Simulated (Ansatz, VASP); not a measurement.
# CdTe in two plane-wave programs

Wanted: the spread between two codes on one cell, functional and k mesh.

Method: plane waves, with VASP 6.6.1 beside it; single point at LDA, in Ansatz 0.2.0.

The database entry behind the starting cell differs from later determinations by our own check (an axis about 1.1 % short against later determinations), so it need not match the best structure at ambient conditions.

## (1) Set-up

It takes space group F-43m (No. 216, cubic). The conventional cell has a = 6.410 Å, b = 6.410 Å, c = 6.410 Å, α = 90.00°, β = 90.00°, γ = 90.00°. Te has 4 Cd at 2.78 Å nearest. Nearest to Cd lie 4 Te at 2.78 Å. Farther neighbours and most contacts between anions are not listed.

## (2) Ansatz: single point, LDA

Ansatz runs on its default PAW (the set named soft_2) files.

A single point gives forces, pressure and levels at one fixed geometry, so differences don't come from the geometry; what else differs is listed under the comparison.

The input, input.yaml:

```yaml
crystal:
  lattice:
    - [0.0, 3.205, 3.205]
    - [3.205, 0.0, 3.205]
    - [3.205, 3.205, 0.0]
  atoms:
    - { symbol: Te, position: [0.75, 0.75, 0.75] }
    - { symbol: Cd, position: [0.0, 0.0, 0.0] }
hamiltonian:
  xc: lda
  pseudopotentials: { kind: paw }
kpoints:
  mp_grid: { grid: [8, 8, 8] }
scf:
  occupations: { method: gaussian, width: 0.01 }
  n_extra_bands: 4
output:
  forces: true
  stress: true
  eigenvalues: true
```

Started as:

```console
$ ansatz run input.yaml --threads 2 --pin off --max-ram 4608MiB --backend cpu --events-out ev --progress --plain --runs-dir out
```

Numbers of over 12 decimals in the logs are rounded to 6 here.

The log of the run:

```text
scf.n_extra_bands = 4 over 18 filled bands (N_el = 36.0): the run solves 22 bands
Engine: ansatz 0.2.0, aarch64-unknown-linux-gnu
Pseudopotentials: kind: paw
Pseudopotential: Te, paw, valence charge 16, recommended cutoff 420 eV (normal), Te.paw.azcp
Pseudopotential: Cd, paw, valence charge 20, recommended cutoff 420 eV (normal), Cd.paw.azcp
Functional definition: SPW92
  exchange = slater_x
  correlation = pw_c
Crystal: 2 atoms, lattice volume = 65.844 Å³
Basis set: ecut = 420 eV, 1243 PW (Γ)
Bands: 22, of which v1, the nominal top of the filled ones, is band 18 counted from 1 (17 counted from 0)
Symmetry: 24 space group operations
Space group: F-43m (ITA 216), of the structure as read, at distance tolerance 4.0e-5 Å
k-points: 29 of 512 (time reversal used)
Non-local potential: Te, projectors of the file, l = 0: 2, l = 1: 2, l = 2: 2, l = 3: 2
Non-local potential: Cd, projectors of the file, l = 0: 3, l = 1: 2, l = 2: 2, l = 3: 1
PAW form: soft (Blöchl's): semilocal exchange-correlation on the pseudo side does not see the compensation charge
PAW frozen core: Te, regenerated for the run's functional, and the local potential with it (the file was generated under x = pbe(κ = 0.804, μ = 0.219515), c = pbe(β = 0.066725))
PAW frozen core: Cd, regenerated for the run's functional, and the local potential with it (the file was generated under x = pbe(κ = 0.804, μ = 0.219515), c = pbe(β = 0.066725))
PAW one-centre angular grid: Te, 590 points (default); XC on 64 Gauss nodes
PAW one-centre angular grid: Cd, 590 points (default); XC on 64 Gauss nodes
Initial density: superposition of atomic densities (neutral atoms: chi_scale 0, normalization atom), corrected by the library's trained network
Initial wavefunctions: pseudopotential atomic-orbital guess
Functional: x = slater, c = lda
SCF iter   1: F=—  HF=-14945.818264 eV  |F-HF|=—  |Δ(HF+E_count)|=         —  Δρ=6.59e-3  dr2=2.14e-2  ethr=1.77e-3  ⟨swp⟩=6.3  Hψ=3044  notcnv=0
preconditioner: auto → none  [insulator: Δε(μ)=0.571 eV  Ē_g=11.383 eV  σ=0.010 eV  W_gap=1.00  n_scr=14 (ndim 8)  ℏωp=19.4 eV  f_vac=0.179  D(μ)=0.00/eV (n_scr^D=0)  ε∞_Penn≈3.9]
SCF iter   2: F=—  HF=-14945.811002 eV  |F-HF|=—  |Δ(HF+E_count)|=   7.26e-3  Δρ=2.13e-3  dr2=1.29e-3  ethr=5.94e-5  ⟨swp⟩=3.8  Hψ=1566  notcnv=0
SCF iter   3: F=—  HF=-14945.810913 eV  |F-HF|=—  |Δ(HF+E_count)|=   8.86e-5  Δρ=1.03e-3  dr2=3.08e-4  ethr=3.59e-6  ⟨swp⟩=2.0  Hψ=986  notcnv=0
SCF iter   4: F=—  HF=-14945.810921 eV  |F-HF|=—  |Δ(HF+E_count)|=   7.53e-6  Δρ=3.14e-4  dr2=6.50e-5  ethr=8.55e-7  ⟨swp⟩=2.0  Hψ=959  notcnv=0
SCF iter   5: F=—  HF=-14945.810887 eV  |F-HF|=—  |Δ(HF+E_count)|=   3.39e-5  Δρ=2.24e-5  dr2=2.84e-7  ethr=1.81e-7  ⟨swp⟩=2.0  Hψ=880  notcnv=0
SCF iter   6: F=-14945.810887 eV  HF=-14945.810887 eV  |F-HF|=3.61e-8  |Δ(HF+E_count)|=   7.08e-8  Δρ=9.24e-6  dr2=3.73e-8  ethr=2.78e-10  ⟨swp⟩=6.9  Hψ=2910  notcnv=0
SCF 1 converged in 6 iterations: F = -14945.810887 eV  dr2 = 3.73e-8
  greatest PAW one-centre occupation: 1.000 electrons in one spin orbital (limit 2), on the Cd atom at site 1 (counted from 0), in its partial waves of l = 0
SCF converged after 6 iterations
Free energy (F): -14945.810887 eV
Harris-Foulkes:  -14945.810887 eV  (|F-HF|=3.61e-8)
Internal energy: -14945.810887 eV  (E = F + TS)
E sigma→0 (E₀):  -14945.810887 eV
Fermi energy:    7.922928 eV
--- Per-component energies (eV) ---
  E_band       = -786.149623
  E_kinetic    = 687.568202
  E_local      = -5358.959258  (includes V_loc(G=0)·N_el)
  E_nonlocal   = -263.920839
  E_hartree    = 2700.016325
  E_xc         = -299.547282
  E_vxc        = -326.525363  (∫ρ·V_xc dr)
  E_paw        = -8457.667740  (= ΣΔE_a)
  E_vpaw       = -924.353017  (= ΣTr[D̂ρ^β])
  E_aug_tail   = -0.000224  (compensation charges beyond the density's cutoff)
  E_ewald      = -3954.745301
  E_core_change = 1.445230  (= ΣΔE_core)
  E_smearing   = -0.000000  (= −TS)
  E_closure    = -0.000000  (closes the sum)
  Σ components = -14945.810887   (vs F -14945.810887, Δ=0.00e0)
--- Forces (eV/Å), atoms counted from 1 ---
  atom   1  Te     0.00000000    -0.00000000    -0.00000000
  atom   2  Cd    -0.00000000    -0.00000000    -0.00000000
  max |Σ_I F_I| component: 1.27e-16 eV/Å
--- Stress (GPa, compression-positive) ---
       -0.028610       0.000000      -0.000000
       -0.000000      -0.028610       0.000000
       -0.000000       0.000000      -0.028610
  P = ⅓ Tr σ = -0.0286 GPa (-0.286 kbar)
--- Band table (eV; the first three rows and the last of 29) ---
  k-point 0: bands = [... 14 lower, -0.4784, 7.6172, 7.6172, 7.6172, 8.2285, 12.1318, 12.1318, 12.1318]
  k-point 1: bands = [... 14 lower, -0.4795, 6.2999, 7.4679, 7.4679, 9.1662, 12.0974, 12.3545, 12.3545]
  k-point 2: bands = [... 14 lower, -0.4792, 4.7339, 7.1543, 7.1543, 9.4829, 12.7061, 12.7061, 12.8883]
  k-point 28: bands = [... 14 lower, 0.1230, 3.1990, 5.1350, 5.2441, 11.8848, 12.1763, 13.0839, 13.7997]
```

It took 3.6 s on 2 threads of Arm Neoverse N1, shared host; peak memory 0.34 GiB.

In the SCF lines HF is the Harris–Foulkes energy and dr2 the Hartree energy of the density residual, in eV; the loop may stop once dr2 is under the threshold and the program's other checks hold. Hψ counts applications of the Hamiltonian.

The run ends at a pressure of -0.03 GPa.

## (3) VASP: single point, LDA

The same cell, functional (in two slightly different forms), mesh and smearing now go to VASP, with its own data sets and cutoff.

Lines of VASP's logs that name or quote its potential files are left out, and so is its time.

The input, INCAR:

```
SYSTEM = CdTe
PREC = Accurate
ENCUT = 400
EDIFF = 1E-07
NELM = 100
ISMEAR = 0
SIGMA = 0.01
LREAL = .FALSE.
ALGO = Normal
GGA = CA
NBANDS = 15
LORBIT = 11
LWAVE = .FALSE.
LCHARG = .FALSE.
KPAR = 2
```

The input, POSCAR:

```
CdTe
1.0
    0.0000000000      3.2050000000      3.2050000000
    3.2050000000      0.0000000000      3.2050000000
    3.2050000000      3.2050000000      0.0000000000
Te Cd
1 1
Direct
    0.7500000000      0.7500000000      0.7500000000
    0.0000000000      0.0000000000      0.0000000000
```

The input, KPOINTS:

```
Automatic mesh
0
Gamma
8 8 8
0 0 0
```

The projector-augmented-wave data sets are Te and Cd (PBE family, release 64).

Started as:

```console
$ mpirun -np 2 vasp_std
```

The log of the run:

```text
[banner, memory and clock lines left out]
running    2 mpi-ranks, on    1 nodes
 distrk:  each k-point on    1 cores,    2 groups
 distr:  one band on    1 cores,    1 groups

 POSCAR found type information on POSCAR TeCd
 POSCAR found :  2 types and       2 ions
|                                                                             |
|               ----> ADVICE to this user running VASP <----                  |
|                                                                             |
|     You enforced a specific xc type in the INCAR file but a different       |
|     [... a line on the potential file left out ...]
|     I HOPE YOU KNOW WHAT YOU ARE DOING!                                     |
|                                                                             |

 LDA part: xc-table for (Slater(with rela. corr.)+CA(PZ))
 , standard interpolation
 POSCAR, INCAR and KPOINTS ok, starting setup
 FFT: planning ... GRIDC
 FFT: planning ... GRID_SOFT
 FFT: planning ... GRID
 WAVECAR not read
 entering main loop
       N       E                     dE             d eps       ncg     rms          rms(c)
DAV:   1     0.842011984669E+02    0.84201E+02   -0.72380E+03   886   0.840E+02
DAV:   2    -0.348106065486E+01   -0.87682E+02   -0.84300E+02  1024   0.227E+02
DAV:   3    -0.636355646449E+01   -0.28825E+01   -0.28785E+01  1017   0.432E+01
DAV:   4    -0.639032437729E+01   -0.26768E-01   -0.26767E-01  1312   0.365E+00
DAV:   5    -0.639037574265E+01   -0.51365E-04   -0.51365E-04  1108   0.146E-01    0.563E+00
DAV:   6    -0.610712013092E+01    0.28326E+00   -0.59483E-01   989   0.106E+01    0.470E+00
DAV:   7    -0.608812075905E+01    0.18999E-01   -0.10984E-01   989   0.231E+00    0.197E+00
DAV:   8    -0.608552932164E+01    0.25914E-02   -0.94385E-03  1010   0.118E+00    0.552E-01
DAV:   9    -0.608513717882E+01    0.39214E-03   -0.70748E-04  1108   0.298E-01    0.114E-01
DAV:  10    -0.608512938481E+01    0.77940E-05   -0.91881E-05  1007   0.910E-02    0.608E-02
DAV:  11    -0.608513476725E+01   -0.53824E-05   -0.19780E-05  1052   0.234E-02    0.170E-02
DAV:  12    -0.608513371738E+01    0.10499E-05   -0.30828E-06   919   0.121E-02    0.128E-02
DAV:  13    -0.608513373134E+01   -0.13962E-07   -0.15969E-07  1101   0.264E-03
   1 F= -.60851337E+01 E0= -.60851337E+01  d E =-.329686E-35
```

OUTCAR, selected parts (step 3):

```text
ion  position               nearest neighbor table
   1  0.750  0.750  0.750-   2 2.78   2 2.78   2 2.78   2 2.78
   2  0.000  0.000  0.000-   1 2.78   1 2.78   1 2.78   1 2.78

  LATTYP: Found a face centered cubic cell.
 ALAT       =     6.4100000000

 Subroutine GETGRP returns: Found 24 space group operations
 (whereof 24 operations were pure point group operations)

The static configuration has the point symmetry T_d .

 Found     29 irreducible k-points:

   k-points           NKPTS =     29   k-points in BZ     NKDIM =     29   number of bands    NBANDS=     15

   dimension x,y,z NGX =    30 NGY =   30 NGZ =   30
   dimension x,y,z NGXF=    60 NGYF=   60 NGZF=   60

   ENCUT  =  400.0 eV  29.40 Ry    5.42 a.u.   7.39  7.39  7.39*2*pi/ulx,y,z

   NELECT =      18.0000    total number of electrons

 k-points in reciprocal lattice and weights: Automatic mesh
   0.00000000  0.00000000  0.00000000       0.002
   0.12500000  0.00000000  0.00000000       0.016
   0.25000000  0.00000000  0.00000000       0.016
   0.37500000  0.00000000  0.00000000       0.016
   0.50000000  0.00000000  0.00000000       0.008
   0.12500000  0.12500000  0.00000000       0.012
   0.25000000  0.12500000  0.00000000       0.047
   0.37500000  0.12500000  0.00000000       0.047
   0.50000000  0.12500000  0.00000000       0.047
[...]
-0.37500000  0.50000000  0.12500000       0.023
  -0.25000000  0.50000000  0.25000000       0.012

 average (electrostatic) potential at core
       1 -91.0287       2 -38.8096

 E-fermi :   2.4526

 k-point     1 :       0.0000    0.0000    0.0000
  band No.  band energies     occupation
    ...
      5      -5.7375      2.00000
      6      -5.7375      2.00000
      7       2.3681      2.00000
      8       2.3681      2.00000
      9       2.3681      2.00000
     10       3.0194      0.00000
     11       6.8436      0.00000
     12       6.8436      0.00000
     13       6.8436      0.00000
     14       9.6227      0.00000
    ...

 k-point     2 :       0.1250    0.0000    0.0000
  band No.  band energies     occupation
    ...
      5      -5.7382      2.00000
      6      -5.7382      2.00000
      7       1.0542      2.00000
      8       2.2168      2.00000
      9       2.2168      2.00000
     10       3.9448      0.00000
     11       6.8269      0.00000
     12       7.0680      0.00000
     13       7.0680      0.00000
     14      10.4012      0.00000
    ...

 k-point     3 :       0.2500    0.0000    0.0000
  band No.  band energies     occupation
    ...
      5      -5.7378      2.00000
      6      -5.7378      2.00000
      7      -0.5223      2.00000
      8       1.8999      2.00000
      9       1.8999      2.00000
     10       4.2475      0.00000
     11       7.4202      0.00000
     12       7.4202      0.00000
     13       7.6477      0.00000
     14      10.4484      0.00000
    ...

  Total        0.0373902      0.0373902      0.0373902      0.0000000     -0.0000000      0.0000000
  in kB        0.9098182      0.9098182      0.9098182      0.0000000     -0.0000000      0.0000000
  external PRESSURE =       0.9098182 kB  Pullay stress =       0.0000000 kB

  energy-cutoff  :      400.00
  volume of cell :       65.84
      direct lattice vectors                 reciprocal lattice vectors
     0.000000000  3.205000000  3.205000000    -0.156006240  0.156006240  0.156006240
     3.205000000  0.000000000  3.205000000     0.156006240 -0.156006240  0.156006240
     3.205000000  3.205000000  0.000000000     0.156006240  0.156006240 -0.156006240

 POSITION                                       TOTAL-FORCE (eV/Angst)
 -----------------------------------------------------------------------------------
      4.80750      4.80750      4.80750        -0.000000     -0.000000     -0.000000
      0.00000      0.00000      0.00000         0.000000      0.000000      0.000000
 -----------------------------------------------------------------------------------
    total drift:                               -0.000000     -0.000000     -0.000000

  FREE ENERGIE OF THE ION-ELECTRON SYSTEM (eV)
  ---------------------------------------------------
  free  energy   TOTEN  =        -6.0851337313 eV

  energy  without entropy=       -6.0851337313  energy(sigma->0) =       -6.08513373

 total charge
# of ion       s       p       d       tot
------------------------------------------
    1        1.359   2.054   0.024   3.437
    2        0.487   0.343   9.524  10.355
--------------------------------------------------
tot          1.846   2.397   9.548  13.792

[... 3 further parts left out ...]
```

The run ends at a pressure of 0.09 GPa.

## (4) Differences

Known differences besides the potentials themselves: the two LDA forms differ slightly; the data sets hold 36 valence electrons in Ansatz (default PAW (the set named soft_2) files) and 18 in VASP; the cutoff is 420 eV in Ansatz and 400 eV in VASP; Ansatz makes its cores anew for this functional, VASP keeps those of its PBE data sets; VASP's log shows a relativistic correction to its local exchange, Ansatz's none. Total energies have different zeros and are not compared.

Both answers:

| quantity | Ansatz | VASP | difference |
| --- | --- | --- | --- |
| pressure (GPa) | -0.03 | 0.09 | -0.12 |
| gap on the k mesh (eV) | 0.611 | 0.651 | -0.040 |

A gap on the mesh is an upper bound, since the band edges may lie between its points. Ansatz's pressure holds a Pulay correction of 0.03 GPa; VASP's holds none.

## (5) Outcome

| Property | Result |
| --- | --- |
| difference in gap on the k mesh (single point, LDA) | -0.040 eV |

**Reading.** The difference in gap on the k mesh is -0.040 eV (single point, LDA), within the 0.08 eV picked in this series as the mark of a large difference. How closely two codes agree says nothing of how well the functional describes the real material.

[Lines on the potential files, build, host, timing and source positions are cut from VASP's logs without a mark.]

[Logs are printed without paths, hosts, clocks, repeated set-up lines and the standing remarks that a program may print on its own settings, such as how far it seeks lower states.]

[Hosts, paths, dates, database ids (printed as entryN), source tags and the programs' standing remarks are cut or masked in the printed files.]
